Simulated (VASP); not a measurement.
# Pt (Im-3m) in VASP: further runs, part 2 of 2

VASP 6.6.1.

## Step 3: Single point, PBEsol

Input file INCAR:

```
SYSTEM = Pt
ALGO = Normal ; EDIFF = 1E-7
ENCUT = 520 ; GGA = PS
ISIF = 2 ; ISMEAR = 0
LASPH = .True. ; LCHARG = .False.
LREAL = .False. ; LWAVE = .False.
NELM = 80 ; PREC = Accurate
SIGMA = 0.1
```

Input file KPOINTS:

```
k-points
0
Gamma
  28 28 28
  0 0 0
```

Input file POSCAR:

```
Pt
1.0
   -1.5598900000      1.5598900000      1.5598900000
    1.5598900000     -1.5598900000      1.5598900000
    1.5598900000      1.5598900000     -1.5598900000
Pt
1
Direct
    0.0000000000      0.0000000000      0.0000000000
```

Potentials or basis: VASP PAW PBE potentials, release 64 (Pt).

Launch:

```sh
cat potpaw_PBE.64/Pt/POTCAR > POTCAR
mpirun -np 1 vasp_std > vasp.out
```

OUTCAR:

```text
SYSTEM = Pt
   EDIFF = 1E-7
   ENCUT = 520
   GGA = PS
   ISIF = 2
   ISMEAR = 0
   LASPH = .True.
   LREAL = .False.
   NELM = 80
   PREC = Accurate

 ion  position               nearest neighbor table
   1  0.000  0.000  0.000-

  LATTYP: Found a body centered cubic cell.
 ALAT       =     3.1197800000

  Lattice vectors:

 A1 = (  -1.5598900000,   1.5598900000,   1.5598900000)
 A2 = (   1.5598900000,  -1.5598900000,   1.5598900000)
 A3 = (   1.5598900000,   1.5598900000,  -1.5598900000)

Analysis of symmetry for initial positions (statically):
=====================================================================
 Subroutine PRICEL returns:
 Original cell was already a primitive cell.

 Routine SETGRP: Setting up the symmetry group for a
 body centered cubic supercell.

 Subroutine GETGRP returns: Found 48 space group operations
 (whereof 48 operations were pure point group operations)
 out of a pool of 48 trial point group operations.

The static configuration has the point symmetry O_h .

Analysis of symmetry for dynamics (positions and initial velocities):
=====================================================================
 Subroutine PRICEL returns:
 Original cell was already a primitive cell.

 Routine SETGRP: Setting up the symmetry group for a
 body centered cubic supercell.

 Subroutine GETGRP returns: Found 48 space group operations
 (whereof 48 operations were pure point group operations)
 out of a pool of 48 trial point group operations.

The dynamic configuration has the point symmetry O_h .

 Subroutine INISYM returns: Found 48 space group operations
 (whereof 48 operations are pure point group operations),
 and found     1 'primitive' translations

----------------------------------------------------------------------------------------

                                     Primitive cell

  volume of cell :      15.1825

  direct lattice vectors                    reciprocal lattice vectors
    -1.559890000  1.559890000  1.559890000     0.000000000  0.320535422  0.320535422
     1.559890000 -1.559890000  1.559890000     0.320535422  0.000000000  0.320535422
     1.559890000  1.559890000 -1.559890000     0.320535422  0.320535422  0.000000000

  length of vectors
     2.701808734  2.701808734  2.701808734     0.453305542  0.453305542  0.453305542

  position of ions in fractional coordinates (direct lattice)
     0.000000000  0.000000000  0.000000000

  ion indices of the primitive-cell ions
   primitive index   ion index
                 1           1

----------------------------------------------------------------------------------------

 KPOINTS: k-points

Automatic generation of k-mesh.
 Grid dimensions read from file:
 generate k-points for:   28   28   28

 Generating k-lattice:

  Cartesian coordinates                     Fractional coordinates (reciprocal lattice)
     0.000000000  0.011447694  0.011447694     0.035714286  0.000000000  0.000000000
     0.011447694  0.000000000  0.011447694     0.000000000  0.035714286  0.000000000
     0.011447694  0.011447694  0.000000000     0.000000000  0.000000000  0.035714286

  Length of vectors
     0.016189484  0.016189484  0.016189484

  Shift w.r.t. Gamma in fractional coordinates (k-lattice)
     0.000000000  0.000000000  0.000000000

 Subroutine IBZKPT returns following result:
 ===========================================

 Found    624 irreducible k-points:

 Following reciprocal coordinates:
            Coordinates               Weight
  0.000000  0.000000  0.000000      1.000000
  0.035714  0.000000  0.000000     12.000000
  0.071429  0.000000  0.000000     12.000000
  0.107143  0.000000  0.000000     12.000000
  0.142857  0.000000  0.000000     12.000000
  0.178571  0.000000  0.000000     12.000000
[... 16 lines left out ...]
  0.285714  0.035714  0.000000     48.000000
  0.321429  0.035714 -0.000000     48.000000
 [... further k-points ...]
   k-points           NKPTS =    624   k-points in BZ     NKDIM =    624   number of bands    NBANDS=      9
   number of dos      NEDOS =    301   number of ions     NIONS =      1
   total plane-waves  NPLWV =   8000
   dimension x,y,z NGX =    20 NGY =   20 NGZ =   20
   dimension x,y,z NGXF=    40 NGYF=   40 NGZF=   40
   ions per type =               1
   NGX,Y,Z   is equivalent  to a cutoff of  12.31, 12.31, 12.31 a.u.
   NGXF,Y,Z  is equivalent  to a cutoff of  24.61, 24.61, 24.61 a.u.
 SYSTEM =  Pt
   PREC   = accura    normal or accurate (medium, high low for compatibility)
   ISTART =      0    job   : 0-new  1-cont  2-samecut
   ICHARG =      2    charge: 1-file 2-atom 10-const
   ISPIN  =      1    spin polarized calculation?
   LNONCOLLINEAR =      F non collinear calculations
   LSORBIT =      F    spin-orbit coupling
   LASPH  =      T    aspherical Exc in radial PAW
   ENCUT  =  520.0 eV  38.22 Ry    6.18 a.u.   5.02  5.02  5.02*2*pi/ulx,y,z
   NELM   =     80;   NELMIN=  2; NELMDL= -5     # of ELM steps
   EDIFF  = 0.1E-06   stopping-criterion for ELM
   LREAL  =      F    real-space projection
   EDIFFG = 0.1E-05   stopping-criterion for IOM
   NSW    =      0    number of steps for IOM
   IBRION =     -1    ionic relax: 0-MD 1-quasi-New 2-CG
   NFREE  =      0    steps in history (QN), initial steepest desc. (CG)
   ISIF   =      2    stress and relaxation
   ISYM   =      2    0-nonsym 1-usesym 2-fastsym
   POTIM  = 0.5000    time-step for ionic-motion
   TEBEG  =    0.0;   TEEND  =   0.0 temperature during run
   PSTRESS=    0.0 pullay stress
   NELECT =      10.0000    total number of electrons
   NUPDOWN=      -1.0000    fix difference up-down
   EMIN   =  10.00;   EMAX   =-10.00  energy-range for DOS
   EFERMI =   0.00;   METHOD = LEGACY
   ISMEAR =     0;   SIGMA  =   0.10  broadening in eV -4-tet -1-fermi 0-gaus
   EFERMI_NEDOS =   21; number of points for ismear=-14 and -15
   IALGO  =     38    algorithm
   IMIX   =      4    mixing-type and parameters
     AMIX     =   0.40;   BMIX     =  1.00
     AMIX_MAG =   1.60;   BMIX_MAG =  1.00
  volume/ion in A,a.u.               =      15.18       102.46
  Fermi-wavevector in a.u.,A,eV,Ry     =   1.424385  2.691698 27.604505  2.028874
  Thomas-Fermi vector in A             =   2.544882
   LORBIT       =      0    0 simple, 1 ext, 2 COOP (PROOUT), +10 PAW based schemes
   GGA     = PS    functional components
   LHFCALC =     F    Hartree Fock is set to
   AEXX    =    0.0000 exact exchange contribution
   IVDW    =     0    specifies the selected vdW correction
   LEPSILON=     F    determine dielectric tensor
   LRPA    =     F    only Hartree local field effects (RPA)
 non-spin polarized calculation
 Gauss-broadening in eV      SIGMA  =   0.10
  energy-cutoff  :      520.00
  volume of cell :       15.18
 maximum number of plane-waves:       420
   NGX =  9   NGY =  9   NGZ =  9

 number of electron      10.0000000 magnetization

 number of electron       9.9999997 magnetization

 Free energy of the ion-electron system (eV)
  ---------------------------------------------------
  ext. energy  EPLUGINS =         0.00000000
  ---------------------------------------------------
  free energy    TOTEN  =        -6.85536009 eV

  energy without entropy =       -6.85086739  energy(sigma->0) =       -6.85311374

 E-fermi :  10.7248     XC(G=0): -13.5813

 val. band max:       10.7229821751   @ k =   0.4643   0.0357   0.0000
 cond. band min:      10.7308265501   @ k =  -0.4286  -0.4286   0.2857
 fundamental gap:      0.0078443750
 Fermi energy:        10.7248267942

 k-point     1 :       0.0000    0.0000    0.0000
  band No.  band energies     occupation
      1       0.7595      2.00000
      2       7.0355      2.00000
      3       7.0355      2.00000
      4       7.0355      2.00000
      5       9.6992      2.00000
      6       9.6992      2.00000
      7      27.8139      0.00000
      8      27.8139      0.00000
      9      27.8139      0.00000

 k-point     2 :       0.0357    0.0000    0.0000
  band No.  band energies     occupation
      1       0.8138      2.00000
      2       7.0132      2.00000
      3       7.0354      2.00000
      4       7.0796      2.00000
      5       9.6689      2.00000
      6       9.7006      2.00000
      7      27.8435      0.00000
      8      27.8699      0.00000
      9      27.8952      0.00000
[... 253 lines left out ...]
 k-point    24 :       0.3214    0.0357   -0.0000
  band No.  band energies     occupation
      1       3.7137      2.00000
      2       5.8396      2.00000
      3       7.8447      2.00000
      4       9.4097      2.00000
      5       9.9484      2.00000
      6      10.4773      1.99954
      7      21.8842      0.00000
      8      25.3494      0.00000
      9      29.5002      0.00000

 [... further k-points ...]
[... 5 lines left out ...]
  --------------------------------------------------------------------------------------
  -------------------------------------------------------------------------------------
  Total       -0.0005706     -0.0005706     -0.0005706      0.0000000     -0.0000000     -0.0000000
  in kB       -0.0602162     -0.0602162     -0.0602162      0.0000000     -0.0000000     -0.0000000
  external PRESSURE =      -0.0602162 kB  Pullay stress =       0.0000000 kB

 VOLUME and BASIS-vectors are now :
 -----------------------------------------------------------------------------
  energy-cutoff  :      520.00
  volume of cell :       15.18
      direct lattice vectors                 reciprocal lattice vectors
    -1.559890000  1.559890000  1.559890000     0.000000000  0.320535422  0.320535422
     1.559890000 -1.559890000  1.559890000     0.320535422  0.000000000  0.320535422
     1.559890000  1.559890000 -1.559890000     0.320535422  0.320535422  0.000000000

 POSITION                                       TOTAL-FORCE (eV/Angst)
 -----------------------------------------------------------------------------------
      0.00000      0.00000      0.00000         0.000000     -0.000000     -0.000000
 -----------------------------------------------------------------------------------
    total drift:                                0.000000     -0.000000      0.000000

  FREE ENERGIE OF THE ION-ELECTRON SYSTEM (eV)
  ---------------------------------------------------
  free  energy   TOTEN  =        -6.8553600903 eV

  energy  without entropy=       -6.8508673884  energy(sigma->0) =       -6.85311374
```

OSZICAR:

```text
N       E                     dE             d eps       ncg     rms          rms(c)
DAV:   1     0.356066332121E+02    0.35607E+02   -0.55079E+03 11793   0.103E+03
DAV:   2    -0.685207261620E+01   -0.42459E+02   -0.40570E+02 11926   0.186E+02
DAV:   3    -0.728437759567E+01   -0.43230E+00   -0.42631E+00 12732   0.188E+01
DAV:   4    -0.728583676469E+01   -0.14592E-02   -0.14591E-02 12148   0.118E+00
DAV:   5    -0.728584743902E+01   -0.10674E-04   -0.10674E-04 12318   0.970E-02    0.127E+01
DAV:   6    -0.690194290550E+01    0.38390E+00   -0.99878E-01 11330   0.889E+00    0.648E+00
DAV:   7    -0.685945114757E+01    0.42492E-01   -0.16868E-01 11751   0.352E+00    0.245E+00
DAV:   8    -0.685563033596E+01    0.38208E-02   -0.68539E-03 11567   0.869E-01    0.610E-01
DAV:   9    -0.685535560530E+01    0.27473E-03   -0.27353E-04 11624   0.173E-01    0.127E-02
DAV:  10    -0.685535982585E+01   -0.42205E-05   -0.24959E-06 12970   0.125E-02    0.315E-03
DAV:  11    -0.685536006689E+01   -0.24104E-06   -0.50885E-08  9525   0.241E-03    0.104E-03
DAV:  12    -0.685536009033E+01   -0.23442E-07   -0.21999E-09  5889   0.398E-04
   1 F= -.68553601E+01 E0= -.68531137E+01  d E =-.449270E-02
```

stdout:

```text
POSCAR found type information on POSCAR Pt
 POSCAR found :  1 types and       1 ions
 scaLAPACK will be used
 -----------------------------------------------------------------------------
|                                                                             |
|                                                                             |
|     You enforced a specific xc type in the INCAR file but a different       |
|     I HOPE YOU KNOW WHAT YOU ARE DOING!                                     |
|                                                                             |
 -----------------------------------------------------------------------------

 LDA part: xc-table for (Slater+PW92), standard interpolation
 POSCAR, INCAR and KPOINTS ok, starting setup
 FFT: planning ... GRIDC
 FFT: planning ... GRID_SOFT
 FFT: planning ... GRID
 WAVECAR not read
 entering main loop
```

It took 77 s on 1 thread of Intel Xeon Platinum 8375C at 2.90GHz (Ice Lake), shared host; peak memory 0.2 GiB.

Results:

```
Free energy            : -6.8554 eV
Pressure               : 0.0 GPa
Band gap on the k mesh : none (metal or under the smearing width)
```

Levels at points of the mesh, in eV from the Fermi level:
| k point | band 1 | band 2 | band 3 | band 4 | band 5 | band 6 | band 7 | band 8 | band 9 |
| --- | --- | --- | --- | --- | --- | --- | --- | --- | --- |
| (0.00, 0.00, 0.00) | -9.97 | -3.69 | -3.69 | -3.69 | -1.03 | -1.03 | 17.09 | 17.09 | 17.09 |
| (0.50, 0.00, 0.00) | -6.97 | -5.21 | -1.22 | -0.67 | 0.09 | 1.16 | 6.63 | 13.26 | 16.16 |
| (0.50, 0.50, 0.50) | -6.46 | -6.46 | 0.60 | 0.60 | 0.60 | 7.72 | 7.72 | 7.72 | 13.33 |

Caveat: the PAW data sets were made with another functional, which shifts forces and pressure a little. The run has no spin-orbit coupling, so splittings on Pt are missing.

## Step 4: Single point, PBEsol

INCAR, as its differences from that of step 3:

```diff
@@ -7,2 +7,2 @@
 NELM = 80 ; PREC = Accurate
-SIGMA = 0.1
+SIGMA = 0.5
```

Input file KPOINTS:

```
k-points
0
Gamma
  18 18 18
  0 0 0
```

POSCAR is that of step 3.

Launch:

```sh
cat potpaw_PBE.64/Pt/POTCAR > POTCAR
mpirun -np 1 vasp_std > vasp.out
```

Wall time 33 s (1 thread of Intel Xeon Platinum 8375C at 2.90GHz (Ice Lake), shared host); peak memory 0.14 GiB.

The run converged. Its results:

- Free energy: -6.9137 eV
- Pressure: 1.1 GPa
- Band gap on the k mesh: none (metal or under the smearing width)

Levels at points of the mesh, in eV from the Fermi level:
```csv
k point,band 3,band 4,band 5,band 6,band 7,band 8
"(0.00, 0.00, 0.00)",-3.76,-3.76,-1.10,-1.10,17.02,17.02
"(0.50, 0.00, 0.00)",-1.29,-0.74,0.02,1.10,6.56,13.18
"(0.50, 0.50, 0.50)",0.53,0.53,0.53,7.65,7.65,7.65
```

Caveat: the PAW data sets were made with another functional, which shifts forces and pressure a little. Spin-orbit coupling is left out, which matters for the levels of Pt.

## Step 5: Single point, PBEsol

Input file INCAR:

```
SYSTEM = Pt
ALGO = Normal ; EDIFF = 1E-7
ENCUT = 900 ; GGA = PS
ISIF = 2 ; ISMEAR = 0
LASPH = .True. ; LCHARG = .False.
LREAL = .False. ; LWAVE = .False.
NELM = 80 ; PREC = Accurate
SIGMA = 0.1
```

KPOINTS is that of step 4.

POSCAR is that of step 4.

Potentials or basis: VASP PAW PBE potentials, release 64 (Pt).

Launch:

```sh
cat potpaw_PBE.64/Pt/POTCAR > POTCAR
mpirun -np 1 vasp_std > vasp.out
```

OUTCAR:

```text
SYSTEM = Pt
   EDIFF = 1E-7
   ENCUT = 900
   GGA = PS
   ISIF = 2
   ISMEAR = 0
   LASPH = .True.
   LREAL = .False.
   NELM = 80
   PREC = Accurate

 ion  position               nearest neighbor table
   1  0.000  0.000  0.000-

  LATTYP: Found a body centered cubic cell.
 ALAT       =     3.1197800000

  Lattice vectors:

 A1 = (  -1.5598900000,   1.5598900000,   1.5598900000)
 A2 = (   1.5598900000,  -1.5598900000,   1.5598900000)
 A3 = (   1.5598900000,   1.5598900000,  -1.5598900000)
[... 458 lines left out ...]
  band No.  band energies     occupation
      1       4.1003      2.00000
      2       5.6494      2.00000
      3       8.6490      2.00000
      4       9.4865      2.00000
      5      10.4376      2.00000
      6      12.9845      0.00000
      7      18.0044      0.00000
      8      24.1537      0.00000
      9      26.3679      0.00000

 [... further k-points ...]
[... 5 lines left out ...]
  --------------------------------------------------------------------------------------
  -------------------------------------------------------------------------------------
  Total       -0.0007743     -0.0007743     -0.0007743      0.0000000     -0.0000000      0.0000000
  in kB       -0.0817099     -0.0817099     -0.0817099      0.0000000     -0.0000000      0.0000000
  external PRESSURE =      -0.0817099 kB  Pullay stress =       0.0000000 kB

 VOLUME and BASIS-vectors are now :
 -----------------------------------------------------------------------------
  energy-cutoff  :      900.00
  volume of cell :       15.18
      direct lattice vectors                 reciprocal lattice vectors
    -1.559890000  1.559890000  1.559890000     0.000000000  0.320535422  0.320535422
     1.559890000 -1.559890000  1.559890000     0.320535422  0.000000000  0.320535422
     1.559890000  1.559890000 -1.559890000     0.320535422  0.320535422  0.000000000

 POSITION                                       TOTAL-FORCE (eV/Angst)
 -----------------------------------------------------------------------------------
      0.00000      0.00000      0.00000         0.000000     -0.000000      0.000000
 -----------------------------------------------------------------------------------
    total drift:                               -0.000000     -0.000000     -0.000000

  FREE ENERGIE OF THE ION-ELECTRON SYSTEM (eV)
  ---------------------------------------------------
  free  energy   TOTEN  =        -6.8579666028 eV

  energy  without entropy=       -6.8550037254  energy(sigma->0) =       -6.85648516
```

OSZICAR:

```text
N       E                     dE             d eps       ncg     rms          rms(c)
DAV:   1     0.553880682145E+02    0.55388E+02   -0.76870E+03  3510   0.164E+03
DAV:   2    -0.658865825752E+01   -0.61977E+02   -0.59942E+02  3697   0.235E+02
DAV:   3    -0.728823225806E+01   -0.69957E+00   -0.69238E+00  4054   0.256E+01
DAV:   4    -0.729068750284E+01   -0.24552E-02   -0.24551E-02  3818   0.162E+00
DAV:   5    -0.729070424917E+01   -0.16746E-04   -0.16748E-04  3799   0.129E-01    0.127E+01
DAV:   6    -0.690500486948E+01    0.38570E+00   -0.10051E+00  3536   0.891E+00    0.646E+00
DAV:   7    -0.686208909536E+01    0.42916E-01   -0.16966E-01  3677   0.353E+00    0.245E+00
DAV:   8    -0.685822640138E+01    0.38627E-02   -0.65048E-03  3617   0.857E-01    0.605E-01
DAV:   9    -0.685796238732E+01    0.26401E-03   -0.22421E-04  3633   0.160E-01    0.143E-02
DAV:  10    -0.685796639635E+01   -0.40090E-05   -0.22704E-06  4064   0.122E-02    0.338E-03
DAV:  11    -0.685796658800E+01   -0.19165E-06   -0.47730E-08  2844   0.238E-03    0.108E-03
DAV:  12    -0.685796660284E+01   -0.14848E-07   -0.23255E-09  1814   0.431E-04
   1 F= -.68579666E+01 E0= -.68564852E+01  d E =-.296288E-02
```

Run time: 64 s. Hardware: 1 thread of Intel Xeon Platinum 8375C at 2.90GHz (Ice Lake), shared host; peak memory 0.22 GiB.

Results:

- Free energy: -6.8580 eV
- Pressure: 0.0 GPa
- Band gap on the k mesh: none (metal or under the smearing width)

Caveat: the PAW data sets were made with another functional, which shifts forces and pressure a little.

## Step 6: Single point, r2SCAN

Input file INCAR:

```
SYSTEM = Pt
ALGO = Normal ; EDIFF = 1E-7
ENCUT = 520 ; ISIF = 2
ISMEAR = 0 ; LASPH = .True.
LCHARG = .False. ; LMIXTAU = .True.
LREAL = .False. ; LWAVE = .False.
METAGGA = R2SCAN ; NELM = 80
PREC = Accurate ; SIGMA = 0.1
```

KPOINTS is that of step 5.

POSCAR is that of step 5.

Potentials or basis: VASP PAW PBE potentials, release 64 (Pt).

Launch:

```sh
cat potpaw_PBE.64/Pt/POTCAR > POTCAR
mpirun -np 1 vasp_std > vasp.out
```

It took 1.9 min on 1 thread of Intel Xeon Platinum 8375C at 2.90GHz (Ice Lake), shared host; peak memory 0.15 GiB.

The run converged. Its results:

```
Free energy            : -51.4095 eV
Pressure               : 5.7 GPa
Band gap on the k mesh : none (metal or under the smearing width)
```

Levels at points of the mesh, in eV from the Fermi level:
```csv
k point,band 2,band 3,band 4,band 5,band 6,band 7,band 8,band 9
"(0.00, 0.00, 0.00)",-3.88,-3.88,-3.88,-1.23,-1.23,18.03,18.03,18.03
"(0.50, 0.00, 0.00)",-5.45,-1.40,-0.88,0.27,1.14,6.93,14.03,16.94
"(0.50, 0.50, 0.50)",-6.77,0.56,0.56,0.56,8.17,8.17,8.17,14.03
```

Caveat: the PAW data sets were made with another functional, which shifts forces and pressure a little.

## Step 7: Summary

```csv
level,k mesh,cutoff (eV),smearing,gap on the mesh (eV),pressure (GPa)
PBEsol,18 × 18 × 18,700,gaussian 0.1 eV,none,0.0
PBEsol,28 × 28 × 28,520,gaussian 0.1 eV,none,0.0
PBEsol,18 × 18 × 18,520,gaussian 0.5 eV,none,1.1
PBEsol,18 × 18 × 18,900,gaussian 0.1 eV,none,0.0
r2SCAN,18 × 18 × 18,520,gaussian 0.1 eV,none,5.7
```

Alike in all rows: task single point; potentials or basis VASP PAW PBE potentials, release 64 (Pt); no spin polarisation; cell as given.

Every run on the cell as given and a fine mesh finds a metal. The pressure there spans 0.0 GPa (PBEsol) to 5.7 GPa (r2SCAN); a positive pressure means that this level wants a larger cell, a negative one a smaller.

Caveats: the PAW data sets were made with another functional, which shifts forces and pressure a little.

Total energies depend on the potentials used, so only differences within one code and one set of settings carry meaning.
